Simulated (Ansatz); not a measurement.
Zincblende InSb: a single-point calculation in Ansatz (HSE06). The cell was relaxed with r2SCAN and then strained (epitaxial -2.0 % in the xy plane, free normal strain +1.94 %), with the atoms relaxed again with r2SCAN; k points keep the names of the unstrained zone.

Input (YAML):
```yaml
crystal:
  lattice:
    - [0.0, 3.2139227572, 3.3432541019]
    - [3.2139227572, 0.0, 3.3432541019]
    - [3.2139227572, 3.2139227572, 0.0]
  atoms:
    - { symbol: In, position: [0.0, 0.0, 0.0] }
    - { symbol: Sb, position: [0.25, 0.25, 0.25] }
kpoints:
  mp_grid: { grid: [4, 4, 4] }
  band_path:
    path:
      - [0.0, 0.0, 0.0]
      - [-0.5, -0.5, 0.0]
      - [-0.375, -0.375, 0.25]
      - [-0.375, 0.0, 0.375]
      - [0.0, 0.0, 0.5]
      - [-0.5, -0.25, 0.25]
      - [-0.017578, -0.017578, 0.0]
    npoints: 1
hamiltonian:
  xc: hse06
scf:
  occupations: { method: fermi_dirac, width: 0.02 }
  n_extra_bands: 4
output:
  forces: true
  stress: true
  eigenvalues: true
```

Wall time 11 s on 1 × NVIDIA H100 80GB HBM3 with 2 threads of AMD EPYC 7R13 Processor (Zen 3), with other jobs on the host, load about 2.8 per core; peak host memory 1.9 GiB.

Abridged output:
```
scf.n_extra_bands = 4 over 14 filled bands (N_el = 28.0): the run solves 18 bands
Pseudopotential: In, paw, valence charge 13, recommended cutoff 420 eV (normal)
Pseudopotential: Sb, paw, valence charge 15, recommended cutoff 420 eV (normal)
Functional definition: HSE06
Crystal: 2 atoms, lattice volume = 69.067 Å³
Basis set: ecut = 420 eV, 1379 PW (Γ)
Symmetry: 8 space group operations
Space group: I-4m2 (ITA 119)
k-points: 13 of 64 (time reversal used)
[warm-up without exact exchange]
SCF 1 converged in 7 iterations: F = -12082.409994 eV  dr2 = 2.41e-11
[exact exchange on]
Exchange kernel: α = 0.2500, screened, ω = 0.2079 Å⁻¹, Wigner–Seitz truncation, v(0) = 1040.4525 eV·Å³, q-mesh 4×4×4
preconditioner: auto → none  [insulator: Δε(μ)=0.197 eV  σ=0.020 eV  ℏωp=19.0 eV]
SCF 2 stopped early in 4 iterations: F = -12090.760240 eV  dr2 = 5.77e-6
hybrid outer 1: dexx = +1.101e-2 eV, tail = 4.92e-5 eV
SCF 3 converged in 4 iterations: F = -12090.760105 eV  dr2 = 2.16e-9
hybrid outer 2: dexx = +4.264e-7 eV, tail = 1.03e-8 eV, Δε = 5.34e-3 eV
Free energy (F): -12090.760105 eV
Fermi energy:    7.113387 eV
--- Stress (GPa, compression-positive) ---
        1.306300       0.000000       0.000000
        0.000000       1.306300       0.000000
        0.000000       0.000000      -0.124133
  P = ⅓ Tr σ = 0.8295 GPa (8.295 kbar)
```

bands.tsv, columns around the gap (it counts bands from 0):
```tsv
# k_distance	band_9	band_10	band_11	band_12	band_13	band_14	band_15	band_16	band_17
# fermi_ev = 7.113380
# [0, 0, 0] at k_distance = 0.000000
# [-0.5, -0.5, 0] at k_distance = 0.939681
# [-0.375, -0.375, 0.25] at k_distance = 1.285278
# [-0.375, 0, 0.375] at k_distance = 1.880072
# [0, 0, 0.5] at k_distance = 2.474866
# [-0.5, -0.25, 0.25] at k_distance = 3.152822
# [-0.017578, -0.017578, 0] at k_distance = 4.182812
# levels_relative_to = fermi_ev
0.000	-16.599	-11.906	-0.404	-0.182	-0.182	0.168	3.322	3.322	3.416
0.940	-16.601	-9.828	-6.717	-2.508	-2.508	1.774	1.847	8.887	8.887
1.285	-16.605	-9.835	-6.521	-3.544	-2.132	2.119	4.380	6.854	7.077
1.880	-16.596	-9.772	-6.396	-3.541	-2.355	1.851	4.011	6.820	6.910
2.475	-16.597	-10.418	-6.265	-1.456	-1.177	0.843	4.145	4.339	6.595
3.153	-16.601	-9.728	-6.490	-3.263	-3.118	4.093	4.406	4.927	5.516
4.183	-16.599	-11.902	-0.529	-0.196	-0.196	0.292	3.342	3.342	3.402
```
In order the rows are Γ, X, U, K, L, W, Γ–X (0.04).

HSE06 gives a direct gap of 0.35 eV at Γ. Edges are sought over the mesh and the listed points. The mean pressure at these positions is +0.8 GPa, compression counted positive. The stress of a hybrid is loosely converged here.

(Simulation; spin polarisation is off.)

Spin-orbit coupling is left out, which matters wherever the heavy atoms make up the band edges.

The meshes of the hybrids are coarse, so their gaps aren't converged to the digits shown.
